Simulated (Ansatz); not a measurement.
# 1T-MnO2 bilayer (AA) in a perpendicular field, part 2 of 2

Wanted: the out-of-plane response of the 1T-MnO2 bilayer (AA). A positive field points along +c.

Ansatz 0.2.0; plane-wave DFT, PBE-D4, Ansatz PAW (set soft_1); PAW set soft_1 (the session's first sound run).

So far. Step 7 (Atoms held, field 0.25 V/Å): The dipole is 0.0608 e·Å, and the gap 0.671 eV. Step 8 (Single point, field -0.25 V/Å): The dipole is -0.0608 e·Å, and the gap 0.671 eV.

## Step 9: Response, atoms held (continued)

Local field over the applied field, running mean. From the potentials at -0.03 and 0.03 V/Å; running mean over 2.5 Å. Table of local field over applied field by z:

z (Å), local field over applied field and a bar from the least value:
```
      4.5      1.000 ##############################
      5.0      1.000 ##############################
      5.5      0.998 ##############################
      6.0      0.993 ##############################
      6.5      0.976 #############################
      7.0      0.926 ###########################
      7.5      0.816 ########################
      8.0      0.659 ##################
      8.5      0.478 ############
      9.0      0.306 ######
      9.5      0.171 ##
     10.0      0.126 
     10.5      0.174 ##
     11.0      0.291 ######
     11.5      0.411 ##########
     12.0      0.481 ############
     12.5      0.480 ############
     13.0      0.404 ##########
     13.5      0.283 #####
     14.0      0.168 #
     14.5      0.126 
     15.0      0.178 ##
     15.5      0.316 #######
     16.0      0.490 ############
     16.5      0.670 ###################
     17.0      0.825 ########################
     17.5      0.931 ############################
     18.0      0.978 #############################
     18.5      0.994 ##############################
     19.0      0.998 ##############################
     19.5      1.000 ##############################
     20.0      1.000 ##############################
```

Electrons, planar mean, per unit field. The induced electron density by z:

```tsv
z (Å)	induced electron density (e/Å³ per V/Å)
4.5	4.2e-7
5.0	1.7e-6
5.5	6.5e-6
6.0	2.5e-5
6.5	9.3e-5
7.0	3.3e-4
7.5	0.00103
8.0	0.00272
8.5	0.00365
9.0	0.00204
9.5	4.7e-4
10.0	5.2e-6
10.5	-8.2e-4
11.0	-0.00177
11.5	-0.00322
12.0	-0.00128
12.5	0.00145
13.0	0.00322
13.5	0.00180
14.0	6.4e-4
14.5	-1.7e-5
15.0	-6.4e-4
15.5	-0.00200
16.0	-0.00375
16.5	-0.00259
17.0	-9.6e-4
17.5	-3.0e-4
18.0	-8.6e-5
18.5	-2.3e-5
19.0	-5.9e-6
19.5	-1.5e-6
20.0	-3.9e-7
```

By hand: between -0.03 and 0.03 V/Å the dipole changes by 0.01457 e·Å, a slope of 0.2428 e·Å²/V. A perfect conductor of thickness t has p = ε₀AEt, so t = 180.95 × 0.2428 / 7.115 = 6.18 Å (e/ε₀ = 180.95 V·Å, A in Å²).

The induced dipole is that of a conductor 6.18 Å thick.

## Step 10: A changed input

This step: plane-wave DFT, PBE-D4, Ansatz PAW (set soft_1) (Ansatz 0.2.0).

A run with a changed input: it repeats the earlier run at 0.03 V/Å with scf.n_extra_bands to 32, scf.eigensolver.kind to davidson and basis.precision to f64.

input.yaml

```yaml
crystal:
  lattice:
    - [2.8662542733, 0.0, 0.0]
    - [-1.4331271366, 2.4822490144, 0.0]
    - [0.0, 0.0, 24.4687554719]
  atoms:
    - { symbol: O, position: [0.6666666667, 0.3333333333, 0.3678160097], spin: 0.05 }
    - { symbol: Mn, position: [0.0, 0.0, 0.4069579916], spin: 2.5 }
    - { symbol: O, position: [0.3333333333, 0.6666666667, 0.4459830744], spin: 0.05 }
    - { symbol: O, position: [0.6666666667, 0.3333333333, 0.5540169256], spin: 0.05 }
    - { symbol: Mn, position: [0.0, 0.0, 0.5930420084], spin: 2.5 }
    - { symbol: O, position: [0.3333333333, 0.6666666667, 0.6321839903], spin: 0.05 }
magnetization:
  spin_polarized: true
kpoints:
  mp_grid: { grid: [18, 18, 1] }
  band_path:
    path: [[0, 0, 0], [0.5, 0, 0], [0.33333333, 0.33333333, 0], [0, 0, 0]]
    npoints: 16
hamiltonian:
  xc: pbe
  dispersion: d4
  pseudopotentials: { kind: paw, azcp: { folder: soft_1 } }
scf:
  occupations: { method: fermi_dirac, width: 0.05 }
  convergence: { dr2_threshold: 1.0e-10 }
  n_extra_bands: 32
  eigensolver: { kind: davidson }
efield:
  axis: 3
  dipole_correction: true
  ramp_position: 0.97
  ramp_width: 0.06
  amplitude: 0.03
output:
  write_potential: true
  write_density: true
  volumetric_format: npy
basis:
  precision: f64
```

Launch:

```bash
$ ansatz run input.yaml --threads 4 --pin off --max-ram 6144MiB --backend cpu --events-out ev --progress --plain --runs-dir out
```

Run time: 89 s. Hardware: 4 threads of Arm Neoverse V1, shared host; peak memory 0.94 GiB; 5.9 min of CPU time.

This step gave:

| Quantity | Value |
| --- | --- |
| site moments | 0.04681, 2.504, 0.04687, 0.04694, 2.504, 0.04672 μB |
| dipole along the normal | 0.007287 e·Å |
| gap along the path | 0.9196 eV |
| gap, the smaller of path and mesh | 0.9196 eV |

Deep bands are left out, so band numbers here count from the lowest band kept and differ from the log's. The electronic bands at the labelled points (eV, zero at the Fermi level of the run, which the smearing sets inside the gap; # counts the bands kept):

```tsv
point	up #15	up #16	up #17	up #18	down #13	down #14	down #15	down #16
Γ	-1.82	-1.82	-0.74	-0.56	0.42	0.42	0.47	0.47
halfway	-1.38	-1.34	-0.93	-0.75	0.83	0.88	1.25	1.29
M	-2.23	-2.18	-1.51	-1.43	0.69	0.74	1.18	1.22
halfway	-1.77	-1.71	-1.20	-1.09	0.83	0.87	1.30	1.35
K	-1.27	-1.27	-1.19	-1.19	0.78	0.83	1.58	1.58
halfway	-1.16	-1.04	-1.00	-0.85	1.08	1.12	1.31	1.38
Γ	-1.82	-1.82	-0.74	-0.56	0.42	0.42	0.47	0.47
```

```tsv
quantity	this run	earlier run	difference
dipole along the normal (e·Å)	0.007287	0.007285	1.7e-6
gap along the path (eV)	0.9196	0.9196	0
total moment (μB)	6.000	6.000	-1.8e-10
```

Nothing in the table moves by 0.01 in its unit (for the dipole 0.5 % and 5e-5 e·Å). The run took 25 SCF cycles against 26.

No band crosses the Fermi level on this path.

## Step 11: Varying the input: scf.lower_state_search = "standard"

Another changed input: it repeats the earlier run at 0.03 V/Å with scf.lower_state_search to standard.

Edit input.yaml of step 10 so:

```diff
@@ -26,4 +26,3 @@
   convergence: { dr2_threshold: 1.0e-10 }
-  n_extra_bands: 32
-  eigensolver: { kind: davidson }
+  lower_state_search: standard
 efield:
@@ -38,3 +37 @@
   volumetric_format: npy
-basis:
-  precision: f64
```

Elapsed: 56 s, on 4 threads; peak memory 0.77 GiB; 3.7 min of CPU time.

Numbers from this step:

```yaml
dipole_along_the_normal: 0.007285 e·Å
```

Deep bands are left out, so band numbers here count from the lowest band kept and differ from the log's. Electronic bands along the path, in eV, zero at the Fermi level of the run, which the smearing sets inside the gap; # counts the bands kept:

(Unchanged from step 10.)

```tsv
quantity	this run	earlier run	difference
dipole along the normal (e·Å)	0.007285	0.007285	0
gap along the path (eV)	0.9196	0.9196	0
total moment (μB)	6.000	6.000	0
```

Nothing in the table moves by 0.01 in its unit (for the dipole 0.5 % and 5e-5 e·Å). The run took 31 SCF cycles against 26.

No band crosses the Fermi level on this path.

## Step 12: Summary of results

| Quantity | Value |
| --- | --- |
| gap without field | 0.941 eV |
| ionisation energy, upper face | 7.57 eV |
| electron affinity, upper face | 6.63 eV |
| equivalent conductor thickness, atoms held | 6.18 Å |

In words: The induced dipole equals that of a perfect conductor 6.18 Å thick, while the outer atoms lie 6.47 Å apart; an out-of-plane ε follows only once a thickness t is chosen, by 1 − 1/ε = 6.18 Å / t. The gap goes from 0.94 eV to 0.67 eV at -0.25 V/Å. With the field reversed the gap is 0.67 eV at 0.25 V/Å. Semilocal functionals give gaps that are too small, and excitons are not included. The magnetic order is the one reached from the typed start; other orders were not compared.

[Logs are printed without paths, hosts, clocks, repeated set-up lines and the standing remarks that a program may print on its own settings, such as how far it seeks lower states.]

[Hosts, paths, dates, database ids (printed as entryN), source tags and the programs' standing remarks are cut or masked in the printed files.]

[Maps of the electrostatic potential energy from Ansatz leave out the sawtooth potential of an applied field or a dipole correction, so their vacuum need not be flat; planar profiles and work functions include it.]
